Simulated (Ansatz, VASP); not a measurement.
**Ge in VASP and in Ansatz**

```
CELL_PARAMETERS angstrom
1.37827 -2.56537 0.00000
1.37827 2.56537 0.00000
0.00000 0.00000 2.66176
ATOMIC_POSITIONS crystal
Ge 0.50000 0.50000 0.00000
```

Change from the starting cell: volume scaled by 0.96.

Alike in both runs: task single point; functional LDA; k mesh 11 × 11 × 10; occupations fermi-dirac, width 0.05 eV; no spin polarisation.

|  | VASP | Ansatz |
| --- | --- | --- |
| version | VASP 6.6.1 | Ansatz 0.2.0 |
| potentials or method | VASP PAW LDA potentials, release 64 (Ge_d), cutoff 520 eV | all-electron LAPW, scalar-relativistic |

VASP gave:

```
gap on the k mesh at the Fermi level (eV)       : none
pressure (GPa)                                  : -3.1
largest component of the traceless stress (GPa) : 1.78
```

Problem. What did Ansatz give for the same quantities?

Solution. gap on the k mesh at the Fermi level (eV): none; pressure (GPa): -3.2; largest component of the traceless stress (GPa): 1.80.

A gap of «none» marks a metal or a gap that the smearing closes. Ansatz ran all-electron here, so the differences hold the error of VASP's frozen core and of both bases.
